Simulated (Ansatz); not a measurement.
# Gap against volume in wurtzite SiC, size series (300 atoms)

The cell holds 300 atoms: 150 Si and 150 C. Cell: a = 15.464 Å, b = 15.464 Å, c = 15.217 Å, α = 90.0°, β = 90.0°, γ = 120.0°. It derives from SiC (wurtzite), repeated 5×5×3. The starting structure: Wurtzite SiC (a = 3.076 Å, c = 5.048 Å), 5 x 5 x 3 conventional cells; every coordinate displaced by a Gaussian of 0.08 Å.

Calculated with Ansatz 0.2.0: Kohn-Sham DFT, PBE, PAW (set soft_2), plane waves; cutoff 420 eV, Γ point, fixed occupations. The relaxed cell was scaled evenly and the atoms were relaxed at each volume. The gap is that between the highest filled and the lowest empty Kohn-Sham level on the run's k-points.

| volume (Å³/atom) | gap (eV) |
| --- | --- |
| 9.4539 | 2.803 |
| 9.8740 | ? |
| 10.189 | 2.885 |
| 10.504 | 2.916 |
| 10.819 | 2.899 |
| 11.135 | 2.845 |

**Question.** Fit a straight line in ln V to the rows given and interpolate to the withheld row.

**Working.**

A volume deformation potential makes the spacing linear in u = ln(V/V0), with V0 = 10.504 Å³ the relaxed volume; v is the spacing.

```
u = ln(V/V0)  v (eV)
   -0.105360  2.8032
  -0.0304586  2.8847
           0  2.9159
   0.0295587  2.8993
   0.0582690  2.8449
```

With n = 5: mean u = -0.00959822, mean v = 2.86960, Σ(u − ū)² = 0.015837, Σ(u − ū)(v − v̄) = 0.0059746. Slope b = 0.0059746 / 0.015837 = 0.37726; intercept a = v̄ − b ū = 2.8732.

At the withheld volume u = -0.06188, and v = a + b u.

Prediction at 9.8740: 2.850 eV. The run gave 2.851 eV, so the fit is low by 0.0012 eV (0.043 % of the value).

The rows follow a line only loosely (correlation 0.54 in size over all rows, under the 0.97 asked here), so the slope of +0.38 eV is a mean trend and no deformation potential. Among the rows given, the largest miss of the fit is at 11.135, by 0.050 eV (45 % of the range of the table).

Limits: The table spans 16 % in volume, wide for a linear law. Semilocal functionals tend to put gaps under measured ones. Only the Γ point is sampled. The mesh needn't hold the band edges.

[Logs are printed without paths, hosts, clocks, repeated set-up lines and the standing remarks that a program may print on its own settings, such as how far it seeks lower states.]

[Hosts, paths, dates, database ids (printed as entryN), source tags and the programs' standing remarks are cut or masked in the printed files.]
